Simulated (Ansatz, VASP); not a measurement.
**AlN: VASP beside Ansatz**

Contents of INCAR:

```
ALGO = Normal ; EDIFF = 1E-6
EDIFFG = -0.001 ; ENCUT = 600
GGA = PE ; IBRION = 2
ISIF = 3 ; ISMEAR = 0
LASPH = T ; LCHARG = F
LREAL = F ; LWAVE = F
NELM = 100 ; NSW = 80
PREC = Accurate ; SIGMA = 0.01
```

The input KPOINTS:

```
k-points
0
Gamma
  9 9 6
```

The input POSCAR:

```
AlN
1.0
    3.1302455680      0.0000000000      0.0000000000
   -1.5651227840      2.7108721819      0.0000000000
    0.0000000000      0.0000000000      5.0179604227
Al N
2 2
Direct
    0.3333333333      0.6666666667     -0.0007713538
    0.6666666667      0.3333333333      0.4992286462
    0.3333333333      0.6666666667      0.3807713538
    0.6666666667      0.3333333333      0.8807713538
```

Input for Ansatz:

```yaml
crystal:
  lattice:
    - [3.1302455678, 0.0, 0.0]
    - [-1.5651227839, 2.7108721818, 0.0]
    - [0.0, 0.0, 5.0179604237]
  atoms:
    - { symbol: Al, position: [0.3333333333, 0.6666666667, -0.0007713538] }
    - { symbol: Al, position: [0.6666666667, 0.3333333333, 0.4992286462] }
    - { symbol: "N", position: [0.3333333333, 0.6666666667, 0.3807713538] }
    - { symbol: "N", position: [0.6666666667, 0.3333333333, 0.8807713538] }
basis:
  ecutwfc: 420
kpoints:
  mp_grid: { grid: [9, 9, 6] }
hamiltonian:
  xc: pbe
scf:
  occupations: { method: fixed }
output:
  forces: true
  stress: true
  eigenvalues: true
relax:
  adjacent_minimum: "off"
  f_tol: 0.001
  max_steps: 60
  cell: { stress_tol: 0.01 }
```

Alike in both runs: task relaxation of cell and atoms; functional PBE; k mesh 9 × 9 × 6; no spin polarisation.

|  | VASP | Ansatz |
| --- | --- | --- |
| version | VASP 6.6.1 | Ansatz 0.2.0 |
| potentials or method | VASP PAW PBE potentials, release 64 (Al, N) | scalar-relativistic, plane waves, PAW |
| plane-wave cutoff (eV) | 600 | 420 |
| occupations | gaussian, width 0.01 eV | fixed |
| valence electrons in the cell | 16 | 16 |

|  | VASP | Ansatz | Ansatz less VASP |
| --- | --- | --- | --- |
| gap on the k mesh at the Fermi level, each at its own relaxed structure (eV) | 4.06 | 4.03 | -0.027 |
| relaxed volume (Å³/atom) | 10.62 | 10.65 | +0.021 |
| relaxed cell length with the largest relative difference (Å) | 3.128 | 3.130 | +0.0022 |

Caveats: an odd mesh through Γ misses points on the zone boundary, where band edges often lie.
